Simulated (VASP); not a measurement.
CrO2:

```
CELL_PARAMETERS angstrom
2.77988 0.00000 0.00000
-1.38994 2.40745 0.00000
0.00000 0.00000 4.48452
ATOMIC_POSITIONS crystal
Cr 0.00000 0.00000 0.00000
O 0.33333 0.66667 0.25200
O 0.66667 0.33333 0.74800
```

Measurements of this composition are mostly on another form, of space group No. 136.

Base run:

* Program: VASP 6.6.1
* Functional: PBE
* Potentials or basis: VASP PAW PBE potentials, release 64 (Cr_pv, O)
* Cutoff: 520 eV
* k mesh: 8 × 8 × 4
* Occupations: gaussian, width 0.05 eV
* Spin: collinear spin, zero start
* Starting moments: [0.0, 0.0, 0.0] μB
* Hubbard terms: Cr d U = 3 eV

Its results: band gap on the k mesh none (metal or under the smearing width); pressure -9.9 GPa; net moment 0.00 μB per cell; largest force 1.671 eV/Å.

Problem. After a change of settings the same cell gave: band gap on the k mesh none (metal or under the smearing width); pressure -0.7 GPa; net moment 0.00 μB per cell; largest force 1.630 eV/Å. Which change was it?
A. spin from collinear spin, zero start to collinear spin, ferromagnetic start; moments at the start from [0.0, 0.0, 0.0] to [3.0, 0.0, 0.0]
B. hubbard terms from Cr d U = 3 eV to Cr d U = 7 eV; further incar settings from ALGO = Normal; EDIFF = 1e-06 to ALGO = Normal; EDIFF = 1e-07
C. spin from collinear spin, zero start to collinear spin, random start; moments at the start from [0.0, 0.0, 0.0] to [1.58, 0.0, 0.0]

Solution. B.

Caveats: forces of over 1 eV/Å show positions far from the minimum, so gaps and moduli don't describe the material at rest.
